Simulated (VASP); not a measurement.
Wanted: the native input for a VASP 6.6.1 run.

| Property | Result |
| --- | --- |
| Task | single point |
| Functional | LDA |
| Potentials or basis | VASP PAW LDA potentials, release 64 (Ge_d) |
| Cutoff | 520 eV |
| k mesh | 10 × 10 × 10 |
| Occupations | gaussian, width 0.02 eV |
| Spin | no spin polarisation |
| Further INCAR settings | ALGO = Normal; EDIFF = 1e-07 |

The structure of Ge lies in POSCAR:

```
Ge                                      
1.0
   -0.0000000000      2.8673548384      2.8673548384
    2.8673548384      0.0000000000      2.8673548384
    2.8673548384      2.8673548384      0.0000000000
  Ge            
     2
Direct
     0.0000000000000000    0.0000000000000000    0.0000000000000000
     0.2500000000000000    0.2500000000000000    0.2500000000000000
```

The cell isn't the ideal one: a relaxed cell with its volume scaled by 1.06.

These files were run (other wordings do the same):

INCAR

```
  PREC = Accurate
  ENCUT = 520
  EDIFF = 1E-7
  ISMEAR = 0
  SIGMA = 0.02
  LREAL = False
  LASPH = True
  NELM = 100
  ALGO = Normal
  ISIF = 2
  LWAVE = False
  LCHARG = False
  GGA = CA
```

KPOINTS

```
Automatic mesh
0
Gamma
  10 10 10
```

Potentials or basis: VASP PAW LDA potentials, release 64 (Ge_d).

Run with:

```console
$ cat potpaw_LDA.64/Ge_d/POTCAR > POTCAR
$ mpirun -np 1 vasp_std > vasp.out
```

It gave:

```yaml
Pressure: -3.6 GPa
Band_gap_on_the_k_mesh: none (metal or under the smearing width)
```

Wall time 28 s on 1 thread of Intel(R) Xeon(R) Platinum 8259CL CPU @ 2.50GHz (Skylake/Cascade Lake) (shared host), peak memory 0.16 GiB.
